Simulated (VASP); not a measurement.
# SiC (Moissanite 3C) (F-43m) in VASP: settings compared, part 2 of 2

VASP 6.6.1. The steps go on from the part before.

**5. Single point, PBE**

Input file INCAR:

```
SYSTEM = SiC
  ALGO = Normal
  EDIFF = 1E-6
  ENCUT = 520
  GGA = PE
  ISIF = 2
  ISMEAR = 0
  LASPH = .TRUE.
  LCHARG = .FALSE.
  LREAL = .FALSE.
  LWAVE = .FALSE.
  NBANDS = 11
  NELM = 80
  PREC = Accurate
  SIGMA = 0.028000000000000004
```

Input file KPOINTS:

```
k-points
0
G
  10 10 10
  0 0 0
```

Input file POSCAR:

```
SiC
1.0
    0.0000000000      2.1790000000      2.1790000000
    2.1790000000      0.0000000000      2.1790000000
    2.1790000000      2.1790000000      0.0000000000
Si C
1 1
Direct
    0.0000000000      0.0000000000      0.0000000000
    0.7500000000      0.7500000000      0.7500000000
```

Potentials or basis: VASP PAW PBE potentials, release 64 (Si, C).

Launch:

```sh
$ cat potpaw_PBE.64/Si/POTCAR potpaw_PBE.64/C/POTCAR > POTCAR
$ mpirun -np 1 vasp_std > vasp.out
```

OUTCAR:

```text
SYSTEM = SiC
   EDIFF = 1E-6
   ENCUT = 520
   GGA = PE
   ISIF = 2
   ISMEAR = 0
   LASPH = .TRUE.
   LREAL = .FALSE.
   NELM = 80
   PREC = Accurate

 ion  position               nearest neighbor table
   1  0.000  0.000  0.000-   2 1.89   2 1.89   2 1.89   2 1.89
   2  0.750  0.750  0.750-   1 1.89   1 1.89   1 1.89   1 1.89

  LATTYP: Found a face centered cubic cell.
 ALAT       =     4.3580000000

  Lattice vectors:

 A1 = (   0.0000000000,   2.1790000000,   2.1790000000)
 A2 = (   2.1790000000,   0.0000000000,   2.1790000000)
 A3 = (   2.1790000000,   2.1790000000,   0.0000000000)

Analysis of symmetry for initial positions (statically):
=====================================================================
 Subroutine PRICEL returns:
 Original cell was already a primitive cell.

 Routine SETGRP: Setting up the symmetry group for a
 face centered cubic supercell.

 Subroutine GETGRP returns: Found 24 space group operations
 (whereof 24 operations were pure point group operations)
 out of a pool of 48 trial point group operations.

The static configuration has the point symmetry T_d .

Analysis of symmetry for dynamics (positions and initial velocities):
=====================================================================
 Subroutine PRICEL returns:
 Original cell was already a primitive cell.

 Routine SETGRP: Setting up the symmetry group for a
 face centered cubic supercell.

 Subroutine GETGRP returns: Found 24 space group operations
 (whereof 24 operations were pure point group operations)
 out of a pool of 48 trial point group operations.

The dynamic configuration has the point symmetry T_d .

 Subroutine INISYM returns: Found 24 space group operations
 (whereof 24 operations are pure point group operations),
 and found     1 'primitive' translations

----------------------------------------------------------------------------------------

                                     Primitive cell

  volume of cell :      20.6920

  direct lattice vectors                    reciprocal lattice vectors
     0.000000000  2.179000000  2.179000000    -0.229463056  0.229463056  0.229463056
     2.179000000  0.000000000  2.179000000     0.229463056 -0.229463056  0.229463056
     2.179000000  2.179000000  0.000000000     0.229463056  0.229463056 -0.229463056

  length of vectors
     3.081571352  3.081571352  3.081571352     0.397441672  0.397441672  0.397441672

  position of ions in fractional coordinates (direct lattice)
     0.000000000  0.000000000  0.000000000
     0.750000000  0.750000000  0.750000000

  ion indices of the primitive-cell ions
   primitive index   ion index
                 1           1
                 2           2

----------------------------------------------------------------------------------------

 KPOINTS: k-points

Automatic generation of k-mesh.
 Grid dimensions read from file:
 generate k-points for:   10   10   10

 Generating k-lattice:

  Cartesian coordinates                     Fractional coordinates (reciprocal lattice)
    -0.022946306  0.022946306  0.022946306     0.100000000  0.000000000  0.000000000
     0.022946306 -0.022946306  0.022946306     0.000000000  0.100000000  0.000000000
     0.022946306  0.022946306 -0.022946306     0.000000000  0.000000000  0.100000000

  Length of vectors
     0.039744167  0.039744167  0.039744167

  Shift w.r.t. Gamma in fractional coordinates (k-lattice)
     0.000000000  0.000000000  0.000000000

 Subroutine IBZKPT returns following result:
 ===========================================

 Found     47 irreducible k-points:

 Following reciprocal coordinates:
            Coordinates               Weight
  0.000000  0.000000  0.000000      1.000000
  0.100000  0.000000  0.000000      8.000000
  0.200000  0.000000  0.000000      8.000000
  0.300000  0.000000  0.000000      8.000000
  0.400000  0.000000  0.000000      8.000000
  0.500000  0.000000  0.000000      4.000000
[... 16 lines left out ...]
  0.300000  0.300000  0.000000      6.000000
  0.400000  0.300000  0.000000     24.000000
 [... further k-points ...]
   k-points           NKPTS =     47   k-points in BZ     NKDIM =     47   number of bands    NBANDS=     11
   number of dos      NEDOS =    301   number of ions     NIONS =      2
   total plane-waves  NPLWV =  13824
   dimension x,y,z NGX =    24 NGY =   24 NGZ =   24
   dimension x,y,z NGXF=    48 NGYF=   48 NGZF=   48
   ions per type =               1   1
   NGX,Y,Z   is equivalent  to a cutoff of  12.95, 12.95, 12.95 a.u.
   NGXF,Y,Z  is equivalent  to a cutoff of  25.90, 25.90, 25.90 a.u.
 SYSTEM =  SiC
   PREC   = accura    normal or accurate (medium, high low for compatibility)
   ISTART =      0    job   : 0-new  1-cont  2-samecut
   ICHARG =      2    charge: 1-file 2-atom 10-const
   ISPIN  =      1    spin polarized calculation?
   LNONCOLLINEAR =      F non collinear calculations
   LSORBIT =      F    spin-orbit coupling
   LASPH  =      T    aspherical Exc in radial PAW
   ENCUT  =  520.0 eV  38.22 Ry    6.18 a.u.   5.73  5.73  5.73*2*pi/ulx,y,z
   NELM   =     80;   NELMIN=  2; NELMDL= -5     # of ELM steps
   EDIFF  = 0.1E-05   stopping-criterion for ELM
   LREAL  =      F    real-space projection
   EDIFFG = 0.1E-04   stopping-criterion for IOM
   NSW    =      0    number of steps for IOM
   IBRION =     -1    ionic relax: 0-MD 1-quasi-New 2-CG
   NFREE  =      0    steps in history (QN), initial steepest desc. (CG)
   ISIF   =      2    stress and relaxation
   ISYM   =      2    0-nonsym 1-usesym 2-fastsym
   POTIM  = 0.5000    time-step for ionic-motion
   TEBEG  =    0.0;   TEEND  =   0.0 temperature during run
   PSTRESS=    0.0 pullay stress
   NELECT =       8.0000    total number of electrons
   NUPDOWN=      -1.0000    fix difference up-down
   EMIN   =  10.00;   EMAX   =-10.00  energy-range for DOS
   EFERMI =   0.00;   METHOD = LEGACY
   ISMEAR =     0;   SIGMA  =   0.03  broadening in eV -4-tet -1-fermi 0-gaus
   EFERMI_NEDOS =   21; number of points for ismear=-14 and -15
   IALGO  =     38    algorithm
   IMIX   =      4    mixing-type and parameters
     AMIX     =   0.40;   BMIX     =  1.00
     AMIX_MAG =   1.60;   BMIX_MAG =  1.00
  volume/ion in A,a.u.               =      10.35        69.82
  Fermi-wavevector in a.u.,A,eV,Ry     =   1.192626  2.253736 19.352338  1.422357
  Thomas-Fermi vector in A             =   2.328660
   LORBIT       =      0    0 simple, 1 ext, 2 COOP (PROOUT), +10 PAW based schemes
   GGA     = PE    functional components
   LHFCALC =     F    Hartree Fock is set to
   AEXX    =    0.0000 exact exchange contribution
   IVDW    =     0    specifies the selected vdW correction
   LEPSILON=     F    determine dielectric tensor
   LRPA    =     F    only Hartree local field effects (RPA)
 non-spin polarized calculation
 Gauss-broadening in eV      SIGMA  =   0.03
  energy-cutoff  :      520.00
  volume of cell :       20.69
 maximum number of plane-waves:       568
   NGX = 11   NGY = 11   NGZ = 11

 number of electron       8.0000001 magnetization

 Free energy of the ion-electron system (eV)
  ---------------------------------------------------
  ext. energy  EPLUGINS =         0.00000000
  ---------------------------------------------------
  free energy    TOTEN  =       -15.05771943 eV

  energy without entropy =      -15.05771943  energy(sigma->0) =      -15.05771943

 E-fermi :   8.2896     XC(G=0): -11.3563

 val. band max:        8.1069799237   @ k =   0.0000   0.0000   0.0000
 cond. band min:       9.4638051006   @ k =   0.5000   0.5000   0.0000
 fundamental gap:      1.3568251768
 Fermi energy:         8.2896147509

 k-point     1 :       0.0000    0.0000    0.0000
  band No.  band energies     occupation
      1      -7.2963      2.00000
      2       8.1070      2.00000
      3       8.1070      2.00000
      4       8.1070      2.00000
      5      14.3408      0.00000
      6      15.4143      0.00000
      7      15.4143      0.00000
      8      15.4143      0.00000
      9      22.6135      0.00000
     10      22.6135      0.00000
     11      24.5874      0.00000
[... 309 lines left out ...]
 k-point    24 :       0.4000    0.3000    0.0000
  band No.  band energies     occupation
      1      -4.1553      2.00000
      2       2.5270      2.00000
      3       4.9559      2.00000
      4       5.4825      2.00000
      5      10.9767      0.00000
      6      13.7315      0.00000
      7      19.7291      0.00000
      8      20.0393      0.00000
      9      21.8759      0.00000
     10      26.1840      0.00000
     11      29.3669      0.00000

 [... further k-points ...]

------------------------ aborting loop because EDIFF is reached ----------------------------------------

  FORCE on cell =-STRESS in cart. coord.  units (eV):
  Direction    XX          YY          ZZ          XY          YZ          ZX
  --------------------------------------------------------------------------------------
  -------------------------------------------------------------------------------------
  Total        0.4149903      0.4149903      0.4149903      0.0000000      0.0000000      0.0000000
  in kB       32.1326722     32.1326722     32.1326722      0.0000000      0.0000000      0.0000000
  external PRESSURE =      32.1326722 kB  Pullay stress =       0.0000000 kB

 VOLUME and BASIS-vectors are now :
 -----------------------------------------------------------------------------
  energy-cutoff  :      520.00
  volume of cell :       20.69
      direct lattice vectors                 reciprocal lattice vectors
     0.000000000  2.179000000  2.179000000    -0.229463056  0.229463056  0.229463056
     2.179000000  0.000000000  2.179000000     0.229463056 -0.229463056  0.229463056
     2.179000000  2.179000000  0.000000000     0.229463056  0.229463056 -0.229463056

 POSITION                                       TOTAL-FORCE (eV/Angst)
 -----------------------------------------------------------------------------------
      0.00000      0.00000      0.00000        -0.000000      0.000000      0.000000
      3.26850      3.26850      3.26850         0.000000     -0.000000     -0.000000
 -----------------------------------------------------------------------------------
    total drift:                               -0.000000     -0.000000     -0.000000

  FREE ENERGIE OF THE ION-ELECTRON SYSTEM (eV)
  ---------------------------------------------------
  free  energy   TOTEN  =       -15.0577194287 eV

  energy  without entropy=      -15.0577194287  energy(sigma->0) =      -15.05771943
```

stdout:

```text
POSCAR found type information on POSCAR SiC
 POSCAR found :  2 types and       2 ions
 scaLAPACK will be used
 LDA part: xc-table for (Slater+PW92), standard interpolation
 POSCAR, INCAR and KPOINTS ok, starting setup
 FFT: planning ... GRIDC
 FFT: planning ... GRID_SOFT
 FFT: planning ... GRID
 WAVECAR not read
 entering main loop
```

Run time: 6.8 s. Hardware: 1 thread of Intel Xeon Platinum 8375C at 2.90GHz (Ice Lake), shared host; peak memory 0.13 GiB.

What came out:

```yaml
Free_energy: -15.0577 eV
Pressure: 3.2 GPa
Band_gap_on_the_k_mesh: 1.36 eV, indirect (least direct gap 4.54 eV)
```

Levels at points of the mesh, in eV from the valence-band top:
```csv
k point,band 1,band 2,band 3,band 4,band 5,band 6,band 7,band 8
"(0.00, 0.00, 0.00)",-15.40,0.00,0.00,0.00,6.23,7.31,7.31,7.31
"(0.50, 0.00, 0.00)",-11.84,-8.53,-1.05,-1.05,5.43,7.23,7.23,10.05
"(0.50, 0.50, 0.00)",-10.39,-7.79,-3.18,-3.18,1.36,4.32,14.04,14.04
```

**6. For comparison**

An earlier run on the cell as given: functional PBE; potentials or basis VASP PAW PBE potentials, release 64 (Si, C); cutoff 520 eV; k mesh 10 × 10 × 10; occupations fermi-dirac, width 0.05 eV; no spin polarisation.

* Pressure: 3.2 GPa
* Band gap on the k mesh: 1.36 eV, indirect (least direct gap 4.54 eV)

**7. The runs side by side**

| task | level | cell | cutoff (eV) | smearing | gap on the mesh (eV) | pressure (GPa) | relaxed volume (Å³/atom) |
| --- | --- | --- | --- | --- | --- | --- | --- |
| relaxation of cell and atoms | revPBE+D3 | relaxed | 600 | fermi-dirac 0.05 eV | 1.37 | 0.0 | 10.41 |
| relaxation of cell and atoms | revPBE+D3(BJ) | relaxed | 600 | fermi-dirac 0.05 eV | 1.34 | 0.0 | 10.15 |
| relaxation of cell and atoms | revPBE+D4 | relaxed | 600 | fermi-dirac 0.05 eV | 1.34 | 0.1 | 10.16 |
| single point | PBE | as given | 520 | gaussian 0.028 eV | 1.36 | 3.2 | - |
| single point | PBE | as given | 520 | fermi-dirac 0.05 eV | 1.36 | 3.2 | - |

Alike in all rows: potentials or basis VASP PAW PBE potentials, release 64 (Si, C); no spin polarisation; k mesh 10 × 10 × 10.

Caveats: the PAW data sets were made with another functional, which shifts forces and pressure a little (some runs).

Absolute energies hang on the potentials; compare differences alone.

**8. Against experiment**

Step 5. Measured gap of SiC: 2.4 eV (indirect; quoted in “Insight into the structural, elastic and electronic properties of a new orthorhombic 6O-SiC polytype”, 2020, pmc:7200658). This calculation gives 1.36 eV (-1.04 eV). The value is that of PBE on a finite k mesh, which can miss the band edges, without temperature or zero-point motion. Semilocal functionals fall short of measured gaps as a rule.
